In PtSe₂ a sheet of Pt lies between two sheets of Se, and such layers are stacked on one another. The calculation, PBE with a Hubbard term of 6 eV on the Pt d shell, finds a metal. The geometry was taken as given rather than relaxed: the cell is under 5.6 GPa and each Se feels 0.60 eV/Å along the stacking axis, so the levels belong to this spacing of the layers. Can the electron levels at five wave vectors tell how deep the upper valence band lies at two others, and whether electrons have spilled into the conduction band there?

Electron levels of bulk PtSe₂ at points of the k mesh, relative to the Fermi energy, computed with GPAW 26.7.0 using PBE+U (U = 6 eV on Pt d), without spin polarisation or spin–orbit coupling. The runs use GPAW PAW data sets (gpaw-data 1.2.1), a 450 eV plane-wave cutoff, a 7×7×4 k mesh and Fermi–Dirac smearing of 0.01 eV.

```csv
point a (reciprocal cell vector),point b (reciprocal cell vector),point c (reciprocal cell vector),level under 4 (eV),level under 3 (eV),level under 2 (eV),level under 1 (eV),level over 1 (eV),level over 2 (eV)
0.0000,0.0000,0.0000,-5.414,-3.535,-0.755,-0.755,0.642,1.489
0.0000,0.0000,0.5000,-2.720,-1.924,-1.213,-1.213,2.356,2.356
0.1429,0.0000,-0.2500,-5.480,-3.558,-1.980,-0.862,0.013,1.207
0.2857,-0.1429,0.0000,?,?,?,?,?,?
0.2857,0.0000,-0.2500,?,?,?,?,?,?
0.2857,0.0000,0.0000,-4.132,-3.034,-2.088,-1.476,1.314,2.051
0.4286,0.0000,0.2500,-4.563,-3.722,-2.794,-2.422,1.822,1.895
```

The numbers point a and point b give the wave vector within the layer, and point c gives it along the stacking. Energies count from the Fermi energy: "level under 1" is the highest filled level and "level over 1" the lowest empty one. These columns aren't bands, because a band that crosses the Fermi energy changes column. The cell holds an even number of electrons, so an insulator would have a whole number N of filled bands. The quantity to forecast is the energy of band N.

At A, the point (0,0,½), the two lowest empty levels coincide, as the pair of empty Pt d–Se p bands must by symmetry. At the zone centre the lowest empty level, at 0.64 eV, stands alone. It is therefore best read as band N, lifted above the Fermi energy and emptied. The level at 0.013 eV at (1/7,0,−¼) is probably band N too, since the deeper levels there nearly match those at the centre.

Electrons that leave band N must turn up in band N+1. With the thermal smearing used, the level at 0.013 eV is 21% filled. Its point stands for six equivalent mesh points and the centre for one, so at these two kinds of mesh point band N lacks 1 + 6 × 0.79 ≈ 5.7 electrons per spin in all. On this reading none of the five known points holds them.

For the depth of band N, the simplest picture is an electron hopping between neighbouring cells of a triangular layer. Each hop adds a cosine of the wave vector, which gives E = E₀ + wS, where S is the mean of cos 2πa, cos 2πb and cos 2π(a+b). A least-squares fit to four known points gives E₀ = −1.83 eV and w = 2.45 eV, with a typical misfit of 0.06 eV. A was left out because its highest filled level is a pair, a sign that band N has changed character on the way there.

For (2/7,−1/7,0), which took no part in the fit, the cosines are −0.22, 0.62 and 0.62. Their mean is S = 0.34, and E = −1.83 + 2.45 × 0.34 ≈ −1.0 eV. For (2/7,0,−¼), S = 0.185 gives −1.4 eV in the same way. The forecasts for band N are thus **−1.0 ± 0.5 eV at (2/7,−1/7,0)** and **−1.4 ± 0.5 eV at (2/7,0,−¼)**. The range is a judgement, wider than the misfit because the formula ignores the stacking direction.

Of the two points, (2/7,0,−¼) seems the likelier home for the spilled electrons, at little better than even odds. A single PtSe₂ layer is known to have a conduction valley about halfway from the centre to M, the middle of the zone edge, and stacking may lower it. At (2/7,−1/7,0) a filled band N+1 seems unlikely. To tell the bands apart, a highest filled level above −0.4 eV will count as band N+1, and the next one down as band N. That rule could rescue a poor forecast, so the highest filled level has to be judged as well.

The withheld rows as computed:

```csv
point a (reciprocal cell vector),point b (reciprocal cell vector),point c (reciprocal cell vector),level under 4 (eV),level under 3 (eV),level under 2 (eV),level under 1 (eV),level over 1 (eV),level over 2 (eV)
0.2857,-0.1429,0.0000,-4.087,-2.769,-2.302,-0.227,0.988,1.719
0.2857,0.0000,-0.2500,-2.053,-1.606,-0.255,-0.031,1.199,4.474
```

Both depth forecasts fail. At (2/7,−1/7,0) the rule puts band N at −2.30 eV, 1.3 eV below the forecast. At (2/7,0,−¼) it puts band N at −0.26 eV, 1.1 eV above. Relabelling doesn't help, because the highest filled levels, at −0.23 and −0.03 eV, also lie outside the forecast ranges.

The second miss comes from the stacking direction. The points (2/7,0,0) and (2/7,0,−¼) share the same S, so the formula gives them one energy, yet band N, labelled by the rule, differs by 1.2 eV between them. Each Se atom faces three Se atoms of the next layer, at the same sideways offsets as the three Se atoms across its own layer. For round orbitals a step along c would then move band N the same way at every in-plane wave vector. Here it falls from the centre to A but rises from (2/7,0,0) to (2/7,0,−¼). That is expected when the directional Se p and Pt d orbitals mix differently off the central axis, though level energies alone can't show which mixing is at work.

The good fit hid this. None of its four points shared an in-plane position with another, so an effect of c could pass for an effect of S. The only known pair that differed in c alone was the centre and A, where band N moves by 1.9 eV. Leaving out A for its change of character also removed the clearest warning.

The first miss exposes a second blind spot. Every point in the fit has b = 0 and lies in the plane that contains the centre and M, whereas (2/7,−1/7,0) lies towards K, the corner of the zone. Hopping between round orbitals would hardly notice the difference at this distance from the centre. Se p and Pt d orbitals point in definite directions, so their mixing can differ strongly between the two routes. That is the likely cause, though level energies alone can't confirm it.

The forecast for the spilled electrons fares better. The rule assigns a filled band N+1 to both points, which would make nearly twelve electrons for the 5.7 vacancies found above. Unless other mesh points supply more vacancies, only one of the two can hold them, and the count fits either.

The empty levels favour (2/7,0,−¼), the point named as likelier. Pt d and Se p form just two bands that an insulator would leave empty, N+1 and N+2, and at the known points where both are listed they lie below 2.4 eV. At (2/7,0,−¼) only one empty level, at 1.20 eV, lies in that range; the next is at 4.47 eV. The other member of the pair is then most likely the filled level at −0.03 eV. At (2/7,−1/7,0) both members are still empty, at 0.99 and 1.72 eV, so the level at −0.23 eV is best read as band N. The rule was too crude there, and with the better label the depth forecast still misses, by 0.8 eV in the other direction. On this reading the metal arises from an overlap between distant wave vectors: band N+1 dips to −0.03 eV at (2/7,0,−¼), while band N rises to 0.64 eV at the centre.

This assignment rests on level energies alone. Following the orbital character in small steps from (2/7,0,0) to (2/7,0,−¼) would show whether the level at −0.03 eV really descends from the conduction band. The depth of 0.03 eV is itself tied to the mesh: the Fermi energy sits between this level and the one at 0.013 eV because the electron count over 196 points has to balance, and K is not among those points. A finer mesh is expected to move it, whereas the overlap of 0.67 eV between band N at the centre and band N+1 here doesn't depend on where the Fermi energy falls. Spin–orbit coupling, left out here, should also be included in the test: with atoms this heavy it can shift levels by tenths of an electronvolt, enough to carry that level across the Fermi energy. Does this pocket of electrons survive it?
